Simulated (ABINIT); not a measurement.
# Zr (P6_3/mmc) in ABINIT: reference runs

Reference runs on Zr: the cell as given and a disturbed copy.

All numbers are computed with ABINIT 10.8.3 (patched build); they aren't measurements. Logs are shortened: lines on timing, memory, paths and dates and some standing lists are left out, and cuts for length are marked. The log counts tension as positive stress, the text compression.

## (1) The crystal as given

Symmetry: P6_3/mmc, No. 194, hexagonal system. Conventional cell: a = 3.232 Å, b = 3.232 Å, c = 5.147 Å, α = 90.00°, β = 90.00°, γ = 120.00°. Zr (site symmetry -6m2) has 12 Zr at 3.18 to 3.23 Å as nearest neighbours.

## (2) Single point, PBE

Contents of run.abi:

```
# Pseudopotentials
pp_dirpath "./"
pseudos "Zr.GGA_PBE-JTH.xml"

# Structure
structure "poscar:POSCAR"
natom 2

# Plane-wave basis
ecut 462.593566 eV
pawecutdg 34.0

# k points
kptopt 1
ngkpt 9 9 5
nshiftk 1
shiftk 0.0 0.0 0.0

# Exchange and correlation
ixc 11

# Bands and occupations
nband 16
occopt 3
tsmear 0.00183747

# SCF cycle
nstep 100
tolvrs 1.0e-9

# Output
iomode 3
prtwf 0
prtden 0
prteig 0
prtebands 0
enunit 2
```

Contents of POSCAR:

```
Zr
1.0
    3.2320000000      0.0000000000      0.0000000000
   -1.6160000000      2.7989941050      0.0000000000
    0.0000000000      0.0000000000      5.1470000000
Zr
2
Direct
    0.6666666667      0.3333333333      0.7500000000  Zr
    0.3333333333      0.6666666667      0.2500000000  Zr
```

Potentials or basis: JTH PAW PBE v2.0.

Run with:

```bash
$ abinit run.abi > log 2>&1
```

run.abo:

```text
.Version 10.8.3 of ABINIT
 Symmetries : space group P6_3/m m c (#194); Bravais hP (primitive hexag.)
================================================================================
 Values of the parameters that define the memory need of the present run
     intxc =       0    ionmov =       0      iscf =      17    lmnmax =      18
     lnmax =       6     mgfft =      40  mpssoang =       3    mqgrid =    3001
     natom =       2  nloc_mem =       2    nspden =       1   nspinor =       1
    nsppol =       1      nsym =      24    n1xccc =       1    ntypat =       1
    occopt =       3   xclevel =       2
       mpw =        1062          nfft =       23040          nkpt =          36
 PAW method is used; the additional fine FFT grid is defined by:
   mgfftf=        54    nfftf =     69984
================================================================================
================================================================================

--------------------------------------------------------------------------------
------------- Echo of variables that govern the present computation ------------
--------------------------------------------------------------------------------
 -outvars: echo values of preprocessed input variables --------
            acell      1.0000000000E+00  1.0000000000E+00  1.0000000000E+00 Bohr
              amu      9.12240000E+01
             ecut      1.70000000E+01 Hartree
           enunit           2
              ixc          11
         kptrlatt        9    0    0      0    9    0      0    0    5
          kptrlen      4.86321019E+01
            natom           2
            nband          16
            ngfft          24      24      40
          ngfftdg          36      36      54
             nkpt          36
            nstep         100
             nsym          24
           ntypat           1
           occopt           3
        pawecutdg      3.40000000E+01 Hartree
         pawxcdev           0
           prtden           0
        prtebands           0
           prteig           0
            prtwf           0
            rprim      6.1075948389E+00  0.0000000000E+00  0.0000000000E+00
                      -3.0537974195E+00  5.2893322865E+00  0.0000000000E+00
                       0.0000000000E+00  0.0000000000E+00  9.7264203700E+00
          spgroup         194
           tolvrs      1.00000000E-09
           tsmear      1.83747000E-03 Hartree
            typat      1  1
           useylm           1
           xangst      1.6160000000E+00  9.3299803500E-01  3.8602500000E+00
                       5.1375683450E-17  1.8659960700E+00  1.2867500000E+00
            xcart      3.0537974195E+00  1.7631107622E+00  7.2948152775E+00
                       9.7085971252E-17  3.5262215243E+00  2.4316050925E+00
             xred      6.6666666667E-01  3.3333333333E-01  7.5000000000E-01
                       3.3333333333E-01  6.6666666667E-01  2.5000000000E-01
            znucl       40.00000

================================================================================

 chkinp: Checking input parameters for consistency.

================================================================================
== DATASET  1 ==================================================================

--- !DatasetInfo
iteration_state: {dtset: 1, }
dimensions: {natom: 2, nkpt: 36, mband: 16, nsppol: 1, nspinor: 1, nspden: 1, mpw: 1062, }
cutoff_energies: {ecut:  17.0, pawecutdg:  34.0, }
electrons: {nelect:   2.40000000E+01, charge:   0.00000000E+00, occopt:   3.00000000E+00, tsmear:   1.83747000E-03, }
meta: {optdriver: 0, ionmov: 0, optcell: 0, iscf: 17, paral_kgb: 0, }
...

 Exchange-correlation functional for the present dataset will be:
  GGA: Perdew-Burke-Ernzerhof functional - ixc=11
  J.P.Perdew, K.Burke, M.Ernzerhof, PRL 77, 3865 (1996)

 Real(R)+Recip(G) space primitive vectors, cartesian coordinates (Bohr,Bohr^-1):
 R(1)=  6.1075948  0.0000000  0.0000000  G(1)=  0.1637306  0.0945299  0.0000000
 R(2)= -3.0537974  5.2893323  0.0000000  G(2)=  0.0000000  0.1890598  0.0000000
 R(3)=  0.0000000  0.0000000  9.7264204  G(3)=  0.0000000  0.0000000  0.1028127
 Unit cell volume ucvol=  3.1421297E+02 bohr^3
 Angles (23,13,12)=  9.00000000E+01  9.00000000E+01  1.20000000E+02 degrees

 Coarse grid specifications (used for wave-functions):

 getcut: wavevector=  0.0000  0.0000  0.0000  ngfft=  24  24  40
         ecut(hartree)=     17.000   => boxcut(ratio)=   2.11715

 Fine grid specifications (used for densities):

 getcut: wavevector=  0.0000  0.0000  0.0000  ngfft=  36  36  54
         ecut(hartree)=     34.000   => boxcut(ratio)=   2.11513

--- Pseudopotential description ------------------------------------------------
- pspini: atom type   1  psp file is ./Zr.GGA_PBE-JTH.xml
 Pseudopotential format is: paw10
 basis_size (lnmax)=  6 (lmn_size= 18), orbitals=   0   0   1   1   2   2
 Spheres core radius: rc_sph= 2.22030268
 Shapefunction is BESSEL type: shapef(r,l)=aa(1,l)*jl(q(1,l)*r)+aa(2,l)*jl(q(2,l)*r)
 Radius for shape functions =  2.22030268
 Compensation charge density is not taken into account in XC energy/potential

   7.48771845E+02                                ecore*ucvol(ha*bohr**3)
--------------------------------------------------------------------------------

[... 7 lines left out ...]

     iter   Etot(hartree)      deltaE(h)  residm     nres2
 ETOT  1  -94.842844555543    -9.484E+01 3.365E-01 5.533E+00
 ETOT  2  -95.021644747796    -1.788E-01 2.040E-02 1.158E+00
 ETOT  3  -95.021016501246     6.282E-04 6.651E-03 2.940E-01
 ETOT  4  -95.020918049636     9.845E-05 5.674E-03 1.131E-03
 ETOT  5  -95.020920658488    -2.609E-06 2.038E-03 7.900E-05
 ETOT  6  -95.020920754961    -9.647E-08 4.215E-04 1.886E-06
 ETOT  7  -95.020920753329     1.632E-09 5.782E-04 1.276E-07
 ETOT  8  -95.020920753807    -4.782E-10 2.781E-04 9.579E-08
 ETOT  9  -95.020920753702     1.052E-10 2.627E-04 1.514E-09
 ETOT 10  -95.020920753701     4.974E-13 2.118E-04 2.162E-11

 At SCF step   10       nres2   =  2.16E-11 < tolvrs=  1.00E-09 =>converged.

 Cartesian components of stress tensor (hartree/bohr^3)
  sigma(1 1)= -4.10142746E-06  sigma(3 2)=  0.00000000E+00
  sigma(2 2)= -4.10142729E-06  sigma(3 1)=  0.00000000E+00
  sigma(3 3)= -3.35779753E-05  sigma(2 1)=  0.00000000E+00

--- !ResultsGS
iteration_state: {dtset: 1, }
comment   : Summary of ground state results
lattice_vectors:
- [  6.1075948,   0.0000000,   0.0000000, ]
- [ -3.0537974,   5.2893323,   0.0000000, ]
- [  0.0000000,   0.0000000,   9.7264204, ]
lattice_lengths: [   6.10759,    6.10759,    9.72642, ]
lattice_angles: [ 90.000,  90.000, 120.000, ] # degrees, (23, 13, 12)
lattice_volume:   3.1421297E+02
convergence: {deltae:  4.974E-13, res2:  2.162E-11, residm:  2.118E-04, diffor: null, }
etotal    :  -9.50209208E+01
entropy   :   0.00000000E+00
fermie    :   4.10236592E-01
cartesian_stress_tensor: # hartree/bohr^3
- [ -4.10142746E-06,   0.00000000E+00,   0.00000000E+00, ]
- [  0.00000000E+00,  -4.10142729E-06,   0.00000000E+00, ]
- [  0.00000000E+00,   0.00000000E+00,  -3.35779753E-05, ]
pressure_GPa:   4.0974E-01
xred      :
- [  6.6667E-01,   3.3333E-01,   7.5000E-01, Zr]
- [  3.3333E-01,   6.6667E-01,   2.5000E-01, Zr]
cartesian_forces: # hartree/bohr
- [ -2.20434172E-29,   1.27267729E-29,  -0.00000000E+00, ]
- [  2.20434172E-29,  -1.27267729E-29,  -0.00000000E+00, ]
force_length_stats: {min:   2.54535457E-29, max:   2.54535457E-29, mean:   2.54535457E-29, }
...

 Integrated electronic density in atomic spheres:
 ------------------------------------------------
 Atom  Sphere_radius  Integrated_density
    1        2.22030          9.01056067
    2        2.22030          9.01056067

================================================================================

 ----iterations are completed or convergence reached----

 Mean square residual over all n,k,spin=   74.492E-08; max=  21.176E-05
 reduced coordinates (array xred) for    2 atoms
       0.666666666667      0.333333333333      0.750000000000
       0.333333333333      0.666666666667      0.250000000000
 rms dE/dt=  1.0993E-28; max dE/dt=  1.3463E-28; dE/dt below (all hartree)
    1       0.000000000000     -0.000000000000      0.000000000000
    2      -0.000000000000      0.000000000000      0.000000000000

 cartesian coordinates (angstrom) at end:
    1      1.61600000000000     0.93299803500000     3.86025000000000
    2      0.00000000000000     1.86599607000000     1.28675000000000

 cartesian forces (hartree/bohr) at end:
    1     -0.00000000000000     0.00000000000000    -0.00000000000000
    2      0.00000000000000    -0.00000000000000    -0.00000000000000
 frms,max,avg= 1.4695611E-29 2.2043417E-29   0.000E+00  0.000E+00  0.000E+00 h/b

 cartesian forces (eV/Angstrom) at end:
    1     -0.00000000000000     0.00000000000000    -0.00000000000000
    2      0.00000000000000    -0.00000000000000    -0.00000000000000
 frms,max,avg= 7.5567873E-28 1.1335181E-27   0.000E+00  0.000E+00  0.000E+00 e/A
 length scales=  1.000000000000  1.000000000000  1.000000000000 bohr
              =  0.529177210544  0.529177210544  0.529177210544 angstroms
 Fermi (or HOMO) energy (hartree) =   0.41024   Average Vxc (hartree)=  -0.40943
 Eigenvalues (hartree) for nkpt=  36  k points:
 kpt#   1, nband= 16, wtk=  0.00247, kpt=  0.0000  0.0000  0.0000 (reduced coord)
  -1.38537   -1.37969   -0.59612   -0.56418   -0.56418   -0.55915   -0.55898   -0.55898
   0.20202    0.29843    0.44145    0.44145    0.44700    0.45267    0.46693    0.46694
      occupation numbers for kpt#   1
   2.00000    2.00000    2.00000    2.00000    2.00000    2.00000    2.00000    2.00000
   2.00000    2.00000    0.00000    0.00000    0.00000    0.00000    0.00000    0.00000
 prteigrs : prtvol=0 or 1, do not print more k-points.

 Fermi (or HOMO) energy (eV) =  11.16311   Average Vxc (eV)= -11.14105
 Eigenvalues (   eV  ) for nkpt=  36  k points:
 kpt#   1, nband= 16, wtk=  0.00247, kpt=  0.0000  0.0000  0.0000 (reduced coord)
 -37.69780  -37.54324  -16.22122  -15.35220  -15.35220  -15.21523  -15.21074  -15.21074
   5.49713    8.12059   12.01234   12.01234   12.16337   12.31778   12.70584   12.70596
 prteigrs : prtvol=0 or 1, do not print more k-points.

--- !EnergyTerms
iteration_state     : {dtset: 1, }
comment             : Components of total free energy in Hartree
kinetic             :  2.42666350743632E+01
hartree             :  1.51129969802000E+01
xc                  : -1.35227135491630E+01
Ewald energy        : -7.70686902461844E+01
psp_core            :  2.38300744737261E+00
local_psp           : -6.82565435974827E+01
PAW spherical_terms :  2.20649869552635E+01
internal            : -9.50203209356307E+01
'-kT*entropy'       : -5.95344776528521E-04
total_energy        : -9.50209162804072E+01
total_energy_eV     : -2.58565085435319E+03
...

--- !EnergyTermsDC
iteration_state     : {dtset: 1, }
comment             : '"Double-counting" decomposition of free energy'
band_energy         : -9.64883378413676E+00
Ewald energy        : -7.70686902461844E+01
psp_core            :  2.38300744737261E+00
xc_dc               : -1.33141705114367E+01
PAW spherical_terms :  2.62836168546047E+00
internal            : -9.50203254089247E+01
'-kT*entropy'       : -5.95344776528521E-04
total_energy_dc     : -9.50209207537013E+01
total_energy_dc_eV  : -2.58565097607772E+03
...

--- !EnergyTermsWithPAWCore
iteration_state     : {dtset: 1, }
comment             : 'Components of total free energy, including PAW core contributions'
Total energy        : -7.19759814253606E+03
Total energy DC     : -7.19759814700935E+03
Total energy (eV)   : -1.95856623099904E+05
Total energy DC (eV): -1.95856623221629E+05
...

 Cartesian components of stress tensor (hartree/bohr^3)
  sigma(1 1)= -4.10142746E-06  sigma(3 2)=  0.00000000E+00
  sigma(2 2)= -4.10142729E-06  sigma(3 1)=  0.00000000E+00
  sigma(3 3)= -3.35779753E-05  sigma(2 1)=  0.00000000E+00

-Cartesian components of stress tensor (GPa)         [Pressure=  4.0974E-01 GPa]
- sigma(1 1)= -1.20668162E-01  sigma(3 2)=  0.00000000E+00
- sigma(2 2)= -1.20668157E-01  sigma(3 1)=  0.00000000E+00
- sigma(3 3)= -9.87898141E-01  sigma(2 1)=  0.00000000E+00

== END DATASET(S) ==============================================================
================================================================================

 -outvars: echo values of variables after computation  --------
            acell      1.0000000000E+00  1.0000000000E+00  1.0000000000E+00 Bohr
           etotal     -9.5020920754E+01
            fcart     -2.2043417206E-29  1.2726772858E-29 -0.0000000000E+00
                       2.2043417206E-29 -1.2726772858E-29 -0.0000000000E+00
            rprim      6.1075948389E+00  0.0000000000E+00  0.0000000000E+00
                      -3.0537974195E+00  5.2893322865E+00  0.0000000000E+00
                       0.0000000000E+00  0.0000000000E+00  9.7264203700E+00
           strten     -4.1014274574E-06 -4.1014272878E-06 -3.3577975334E-05
                       0.0000000000E+00  0.0000000000E+00  0.0000000000E+00
           xangst      1.6160000000E+00  9.3299803500E-01  3.8602500000E+00
                       5.1375683450E-17  1.8659960700E+00  1.2867500000E+00
             xred      6.6666666667E-01  3.3333333333E-01  7.5000000000E-01
                       3.3333333333E-01  6.6666666667E-01  2.5000000000E-01
 Calculation completed.
```

Run time: 26 s. Hardware: 1 thread of Intel Xeon at 2.70GHz, shared host; peak memory 0.12 GiB.

Results:

```yaml
Free_energy: -2585.6510 eV
Pressure: 0.4 GPa
Band_gap_on_the_k_mesh: none (metal or under the smearing width)
Valence_electrons_inside_the_program's_atomic_spheres: Zr 9.01 (radii [1.1749] Å)
```

Stress tensor (GPa, compression positive):
```
0.12 0.00 0.00
0.00 0.12 0.00
0.00 0.00 0.99
```

Levels at points of the mesh, in eV from the Fermi level:
```csv
k point,band 10,band 11,band 12,band 13,band 14,band 15
"(0.00, 0.00, 0.00)",-3.04,0.85,0.85,1.00,1.15,1.54
```

## (3) Single point, PBE

Contents of run.py:

```python
import json, os
import numpy as np
from ase.units import GPa
from ase.calculators.abinit import Abinit, AbinitProfile
from ase.io import read

atoms = read('POSCAR')

profile = AbinitProfile(command='abinit', pp_paths=[os.path.abspath('pseudos')])
params = dict(
    pps='pawxml', xc='PBE',
    ecut=462.5936,
    pawecutdg=925.1871,
    kptopt=1,
    ngkpt=[9, 9, 5],
    nshiftk=1,
    shiftk=[0.0, 0.0, 0.0],
    ixc=11,
    nband=16,
    occopt=3,
    tsmear=0.05,
    nstep=100,
    tolvrs=1e-09,
    prtwf=0,
    prtden=0,
)

atoms.calc = Abinit(profile=profile, directory='run', **params)
energy = atoms.get_potential_energy()
forces = atoms.get_forces()
stress = atoms.get_stress()
print(f'energy {energy:.6f} eV')
print('forces (eV/A)')
print(np.round(forces, 5))
print('stress (GPa, Voigt, tension positive)', np.round(stress / GPa, 4))
json.dump(dict(energy=energy, forces=forces.tolist(), stress=stress.tolist(), cell=atoms.cell.tolist(), frac=atoms.get_scaled_positions(wrap=False).tolist()), open('results.json', 'w'))
```

Contents of POSCAR:

```
Zr
1.0
    3.2320000000      0.0000000000      0.0000000000
   -1.6160000000      2.7989941050      0.0000000000
    0.0000000000      0.0000000000      5.1470000000
Zr
2
Direct
    0.6666666667      0.3333333333      0.7500000000
    0.3333333333      0.6666666667      0.2500000000
```

Potentials or basis: JTH PAW PBE v2.0.

Run with:

```bash
$ python run.py
```

It took 32 s on 1 thread of Intel Xeon at 2.70GHz, shared host; peak memory 0.12 GiB.

Results (log left out):

* Free energy: -2585.6510 eV
* Pressure: 0.4 GPa
* Band gap on the k mesh: none (metal or under the smearing width)
* Valence electrons inside the program's atomic spheres: Zr 9.01 (radii [1.1749] Å)

Stress tensor (GPa, compression positive):
```
0.12 0.00 0.00
0.00 0.12 0.00
0.00 0.00 0.99
```

Levels at points of the mesh, in eV from the Fermi level:
```tsv
k point	band 9	band 10	band 11	band 12	band 13	band 14	band 15	band 16
(0.00, 0.00, 0.00)	-5.67	-3.04	0.85	0.85	1.00	1.15	1.54	1.54
```

## (4) Single point, PBE (atoms moved at random, drawn with an rms of 0.05 Å)

run.abi, as its differences from that of step 2:

```diff
@@ -5,7 +5,20 @@
 # Structure
-structure "poscar:POSCAR"
+acell 3*1.0 Angstrom
+rprim
+     3.2320000000     0.0000000000     0.0000000000
+    -1.6160000000     2.7989941050     0.0000000000
+     0.0000000000     0.0000000000     5.1470000000
+ntypat 1
+znucl 40
 natom 2
+typat 1 1
+xcart
+     1.5927845440     0.9478625597     3.8560397540
+     0.0188619520     1.9105373962     1.2588481130 Angstrom
+chkprim 0
+chksymtnons 0
+tolsym 1.0e-6
 
 # Plane-wave basis
-ecut 462.593566 eV
+ecut 17.0
 pawecutdg 34.0
@@ -36,2 +49 @@
 prtebands 0
-enunit 2
```

Run with:

```bash
$ abinit run.abi > log 2>&1
```

It took 2 min on 1 thread of Intel Xeon at 2.70GHz, shared host; peak memory 0.21 GiB.

It converged, with:

```yaml
Free_energy: -2585.6487 eV
Pressure: 0.4 GPa
Largest_force: 0.106 eV/Å
Band_gap_on_the_k_mesh: none (metal or under the smearing width)
Valence_electrons_inside_the_program's_atomic_spheres: Zr 9.03 (radii [1.1749] Å)
```

Forces on the atoms (eV/Å):
```
Zr   0.038  0.027 -0.095
Zr  -0.038 -0.027  0.095
```

Stress tensor (GPa, compression positive):
```
-0.09 -0.29 -0.01
-0.29  0.33 -0.01
-0.01 -0.01  1.01
```

Levels at points of the mesh, in eV from the Fermi level:
```csv
k point,band 9,band 10,band 11,band 12,band 13,band 14,band 15,band 16
"(0.00, 0.00, 0.00)",-5.66,-3.04,0.83,0.88,0.96,1.18,1.52,1.59
```
